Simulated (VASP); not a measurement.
Input of a VASP 6.6.1 run:

INCAR

```
PREC = Accurate
ENCUT = 600
EDIFF = 1E-7
ISMEAR = 0
SIGMA = 0.03
LREAL = False
LASPH = True
NELM = 80
ALGO = Normal
ISIF = 2
LWAVE = False
LCHARG = False
METAGGA = R2SCAN
LMIXTAU = True
IBRION = 2
NSW = 40
EDIFFG = -0.01
```

KPOINTS

```
regular mesh
0
Gamma
  8 8 8
```

File POSCAR:

```
ZnSe                                    
1.0
    0.0000000000      2.8525674344      2.8525674344
    2.8525674344      0.0000000000      2.8525674344
    2.8525674344      2.8525674344      0.0000000000
  Zn              Se            
     1     1
Direct
     0.0000000000000000    0.0000000000000000    0.0000000000000000
     0.2500000000000000    0.2500000000000000    0.2500000000000000
```

Potentials or basis: VASP PAW PBE potentials, release 64 (Zn, Se).

Command:

```sh
$ cat potpaw_PBE.64/Zn/POTCAR potpaw_PBE.64/Se/POTCAR > POTCAR
$ mpirun -np 1 vasp_std > vasp.out
```

**Question.** What does it give for the band gap on the k mesh?

**Answer.** 1.78 eV, direct.

Final structure:
```cif
data_structure
_symmetry_space_group_name_H-M 'P 1'
_symmetry_Int_Tables_number 1
_cell_length_a 4.0341
_cell_length_b 4.0341
_cell_length_c 4.0341
_cell_angle_alpha 60.000
_cell_angle_beta 60.000
_cell_angle_gamma 60.000
_cell_volume 46.42
loop_
_atom_site_label
_atom_site_type_symbol
_atom_site_fract_x
_atom_site_fract_y
_atom_site_fract_z
_atom_site_occupancy
Zn1 Zn 0.00000 0.00000 0.00000 1
Se1 Se 0.25000 0.25000 0.25000 1
```

Caveat: the relaxation stopped at its first step, so nothing moved.
